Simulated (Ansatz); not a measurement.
The system is MgB2.

```xyz
3
Lattice="3.0850 0.0000 0.0000 -1.5425 2.6717 0.0000 0.0000 0.0000 3.5230" Properties=species:S:1:pos:R:3 pbc="T T T"
Mg    0.0000    0.0000    0.0000
B     1.5425    0.8906    1.7615
B     0.0000    1.7811    1.7615
```

| Quantity | Value |
| --- | --- |
| Program | Ansatz 0.2.0 |
| Task | single point |
| Functional | PBE |
| Potentials or basis | all-electron LAPW, scalar-relativistic |
| Cutoff | 297 eV (chosen from the basis error) |
| Basis error allowed | 0.001 eV/atom |
| k mesh | 10 × 10 × 8 |
| Occupations | fermi-dirac, width 0.05 eV |
| Spin | no spin polarisation |

On this cell: pressure -1.0 GPa; largest force under 0.003 eV/Å; band gap on the k mesh none (metal or under the smearing width).

The same run follows on a disturbed copy (atoms moved at random, drawn with an rms of 0.05 Å):

```
Mg B
1.0
     3.08500    0.00000    0.00000
    -1.54250    2.67169    0.00000
     0.00000    0.00000    3.52300
Mg B
1 2
Cartesian
  0.0703 -0.0171 -0.0345
  1.5536 0.8592 1.7323
  0.0098 1.7804 1.7941
```

Problem. What does the disturbed cell give?

Solution. The energy (extrapolated to zero smearing) moves by +10.8 meV/atom; pressure -0.7 GPa; largest force 0.738 eV/Å; band gap on the k mesh none (metal or under the smearing width).

Forces in eV/Å, atoms in the order of the input:
```
Mg  -0.284  0.006  0.238
B    0.135  0.149  0.468
B    0.149 -0.156 -0.706
```

Stress tensor (GPa, compression positive):
```
-1.25 -0.01 -0.30
-0.01 -0.39  0.10
-0.30  0.10 -0.37
```
